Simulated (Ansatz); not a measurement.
## Molecular dynamics of Li

Input file:

```yaml
crystal:
  lattice:
    - [7.094447, 0.0, 0.0]
    - [0.0, 7.094447, 0.0]
    - [0.0, 0.0, 7.094447]
  atoms:
    - { symbol: Li, position: [0.08993824, -0.2546052, -0.09190762] }
    - { symbol: Li, position: [0.44202146, 0.03084674, 0.19727141] }
    - { symbol: Li, position: [0.1974612, 0.40814438, -0.34740721] }
    - { symbol: Li, position: [0.02305822, 0.09407376, 0.50191459] }
    - { symbol: Li, position: [0.09788365, 0.20758356, -0.12219416] }
    - { symbol: Li, position: [0.42546949, 0.48640496, -0.09795758] }
    - { symbol: Li, position: [0.78730108, -0.0537009, 0.32374557] }
    - { symbol: Li, position: [0.82182019, 0.20880275, 0.04829643] }
    - { symbol: Li, position: [-0.18247244, 0.54798873, 0.18384308] }
    - { symbol: Li, position: [0.19754641, 0.57099196, 0.15902298] }
    - { symbol: Li, position: [0.3491477, 0.10541042, 0.64321064] }
    - { symbol: Li, position: [0.55968536, 0.44497751, 0.30008136] }
    - { symbol: Li, position: [0.64374628, 0.7736037, -0.03309703] }
    - { symbol: Li, position: [0.77057075, 0.47035435, 0.66398988] }
    - { symbol: Li, position: [0.27428302, 0.69976439, 0.41053894] }
    - { symbol: Li, position: [0.56070898, 0.81403606, 0.55980061] }
basis:
  ecutwfc: 420.0
kpoints:
  mp_grid: { grid: [2, 2, 2] }
hamiltonian:
  xc: pbe
  dispersion: d3bj
scf:
  occupations: { method: fermi_dirac, width: 0.16 }
  lower_state_search: "off"
md:
  timestep: 1
  n_steps: 400
  ensemble: nvt_langevin
  temperature: 1440.0
  initial_velocities: maxwell_boltzmann
  seed: 385798
  friction: 0.02
  temperature_schedule:
    - { n_steps: 300, end_temperature: 300.0 }
    - { n_steps: 100, end_temperature: 300.0 }
```

Run as:

```bash
$ ansatz run input.yaml --threads 1 --pin off --max-ram 3072MiB --backend cpu --events-out ev --progress --plain --runs-dir out
```

It goes on from the last frame of an earlier run, with new velocities.

Output, in part (step lines):

```
md step     0: t =     0.00 fs  T =  1350.0 K (target 1440.0 K)  F+E_penalty+E_count = -3272.51744584 eV  E_kin = 2.792016 eV  (7 SCF iters)
md step     1: t =     1.00 fs  T =  1362.5 K (target 1438.1 K)  F+E_penalty+E_count = -3272.55271200 eV  E_kin = 2.817794 eV  (6 SCF iters)
md step     2: t =     2.00 fs  T =  1337.7 K (target 1434.3 K)  F+E_penalty+E_count = -3272.58656695 eV  E_kin = 2.766535 eV  (6 SCF iters)
md step     3: t =     3.00 fs  T =  1299.2 K (target 1430.5 K)  F+E_penalty+E_count = -3272.62183882 eV  E_kin = 2.686909 eV  (6 SCF iters)
md step     4: t =     4.00 fs  T =  1313.4 K (target 1426.7 K)  F+E_penalty+E_count = -3272.66244088 eV  E_kin = 2.716342 eV  (6 SCF iters)
md step     5: t =     5.00 fs  T =  1325.9 K (target 1422.9 K)  F+E_penalty+E_count = -3272.71152399 eV  E_kin = 2.742074 eV  (5 SCF iters)
md step     6: t =     6.00 fs  T =  1348.6 K (target 1419.1 K)  F+E_penalty+E_count = -3272.76587861 eV  E_kin = 2.789194 eV  (5 SCF iters)
md step     7: t =     7.00 fs  T =  1400.1 K (target 1415.3 K)  F+E_penalty+E_count = -3272.82036991 eV  E_kin = 2.895722 eV  (5 SCF iters)
[... lines left out ...]
md step   399: t =   399.00 fs  T =   262.6 K (target 300.0 K)  F+E_penalty+E_count = -3275.69954530 eV  E_kin = 0.543003 eV  (4 SCF iters)
md step   400: t =   400.00 fs  T =   249.4 K (target 300.0 K)  F+E_penalty+E_count = -3275.69862181 eV  E_kin = 0.515844 eV  (6 SCF iters)
```

The steps, from the saved trajectory:

```tsv
time (fs)	T (K)	potential energy less start (eV)
0.0	1350	0.000
13.0	1518	-0.533
26.0	1048	-0.717
39.0	1439	-1.286
52.0	1581	-1.331
65.0	1417	-1.309
78.0	1198	-1.462
91.0	976	-1.179
104.0	1079	-1.593
117.0	1326	-2.008
130.0	1569	-2.688
143.0	1152	-2.409
156.0	1272	-2.492
169.0	1385	-2.186
182.0	937	-1.971
195.0	897	-2.164
208.0	707	-2.227
221.0	677	-2.132
234.0	538	-1.968
247.0	666	-2.536
260.0	733	-2.828
273.0	645	-2.621
286.0	368	-2.250
299.0	395	-2.369
312.0	514	-2.666
325.0	436	-3.034
338.0	344	-3.107
351.0	345	-3.092
364.0	304	-3.086
377.0	221	-3.158
390.0	228	-3.185
```

All steps were run. The schedule's set-point averaged 395 K over the second half and the system 478 K, so it lags behind the ramp. A run of 0.4 ps of so small a system gives no equilibrium averages. Limits of this set-up: coarse k mesh.

Mean squared displacements from the first frame to the last, about the centre of mass: Li 1.97 Å².

Last frame:

```xyz
16
Lattice="7.0944 0.0000 0.0000 0.0000 7.0944 0.0000 0.0000 0.0000 7.0944" Properties=species:S:1:pos:R:3
Li -0.196 -2.908 -1.735
Li 2.510 0.086 1.214
Li 2.210 2.638 -1.288
Li 0.447 0.331 3.138
Li 0.360 0.158 -0.792
Li 3.808 4.380 1.096
Li 5.151 0.326 1.905
Li 5.142 2.146 -0.635
Li -0.054 5.338 1.292
Li 0.515 2.278 1.086
Li 3.266 0.425 4.509
Li 2.647 2.333 2.658
Li 4.690 6.317 -0.716
Li 5.773 2.719 3.122
Li 1.667 4.870 3.476
Li 5.107 5.450 3.626
```

The run took 19 min on 1 thread of Arm Neoverse V2, on a shared host, peak memory 0.56 GiB.
